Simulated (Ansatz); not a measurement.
## Al2Ru: the gap under pressure

Al2Ru, Fddd, a = 4.701 Å, b = 7.975 Å, c = 8.770 Å. The structure is a Materials Project entry; whether it is the stable form wasn't checked. Ansatz: PBEsol, PAW, 420 eV, Γ-centred 10×10×10 mesh on 6 atoms, Gaussian smearing 0.01 eV; no spin polarisation. Cell and atoms are relaxed at each pressure, and no other structure is tried, so the rows at high pressure may lie past a change of phase. The gap is sought over the whole zone. The pressures are the targets, met within 0.02 GPa.

```
P (GPa) gap y (eV)
   -3.0           ?
    0.0       0.077
    3.0       0.084
    8.0       0.093
   15.0       0.104
   30.0       0.122
   60.0       0.138
```

**Question.** Fit y = E0 + αP + βP² to the other rows and predict the missing gap.

**Answer.** Least squares on the rows shown. y = 0.07776 + 0.001978 P − 1.626×10⁻⁵ P². So α = 2.0 meV/GPa at zero pressure. With a term in P³ added, the coefficient of P becomes 0.002150, 9 % more, which shows how far this figure hangs on the form. At P = -3.0 the fit asked for gives 0.072 eV. The run gave 0.070 eV, so the fit is 0.002 eV too high, a small miss on the scale of the series.

Semilocal functionals give gaps under the measured ones; changes of the gap mostly carry over better.